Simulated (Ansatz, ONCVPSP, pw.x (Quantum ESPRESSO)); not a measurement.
**gallium (Ga) (fcc): variants of one ONCV potential in the solid**

```
Element                 : gallium (Ga)
Generator               : ONCVPSP 4.0.1.1 (patched build)
Type                    : optimised norm-conserving Vanderbilt (ONCV)
Functional              : PBE
Relativity              : scalar-relativistic
Frozen core             : [Ar] 3d10
Valence charge          : 3
Reference configuration : 4s2 4p1
Partial waves           : 4s: rc 1.55 bohr, ncon 4, nbas 9, qcut 3.9 1/bohr, 2 projectors, debl 2.3 Ha; 4p: rc 2.85 bohr, ncon 3, nbas 7, qcut 2.9 1/bohr, 2 projectors, debl 2.1 Ha; d scattering state at 0.06 Ha: rc 3.00 bohr, ncon 4, nbas 8, qcut 3.3 1/bohr, 2 projectors, debl 1.7 Ha
Local potential         : polynomial inside 1.20 bohr (lpopt 5, dvloc0 0 Ha)
Core correction         : none
```

Crystal test: fcc Ga in pw.x 7.5, no spin, 13³ k-points, Fermi–Dirac smearing 0.01 Ry, cutoffs set for each file from its atomic test. The reference is all-electron LAPW (Ansatz 0.2.0) with the same functional, mesh and smearing; V0 and B0 come from Birch–Murnaghan fits to the pressures at five volumes. Errors are pseudo minus all-electron; Δ is the rms difference of the E(V) curves that follow from these fits, minima aligned, over ±6 % about the mean V0. Mesh and smearing are coarse, so the numbers serve the comparison and aren't converged zero-temperature values; the lattice is a test structure that the element need not adopt.

All-electron: a0 = 4.236 Å (V0 = 19.00 Å³/atom), B0 = 48.8 GPa.

Base: The largest radius (3.00 bohr) exceeds half the bond length (2.83 bohr), so the spheres overlap, which is one possible source of error among others.

2 further variants are left out: they gave no file fit for a test, a broken result, the same result as the base, or pressures whose basis-set error rivals the error shown.

| change | cutoffs (Ry) | pw.x | a0 (Å) | a0 error (%) | B0 error (%) | Δ (meV/atom) | mean pressure error (GPa) |
| --- | --- | --- | --- | --- | --- | --- | --- |
| base | 40/160 | converged | 4.240 | +0.11 | +5.5 | 0.8 | +0.17 |
| all radii scaled by about 1.15 (s 1.78, p 3.26, d 3.44 bohr); local potential polynomial inside 1.38 bohr (lpopt 5, dvloc0 0 Ha) | 60/240 | converged | 4.236 | +0.00 | +5.2 | 0.2 | +0.00 |
| all radii scaled by about 1.31 (s 2.02, p 3.72, d 3.92 bohr); local potential polynomial inside 1.56 bohr (lpopt 5, dvloc0 0 Ha) | 35/140 | converged | 4.226 | -0.23 | +5.1 | 1.4 | -0.35 |

**Question.** Give the row for: all radii scaled by about 0.96 (s 1.48, p 2.74, d 2.88 bohr); local potential polynomial inside 1.16 bohr (lpopt 5, dvloc0 0 Ha).

**Answer.** pw.x: converged; mean pressure error (GPa): +0.18; a0 (Å): 4.240; a0 error (%): +0.11; B0 error (%): +5.5; Δ (meV/atom): 0.8.
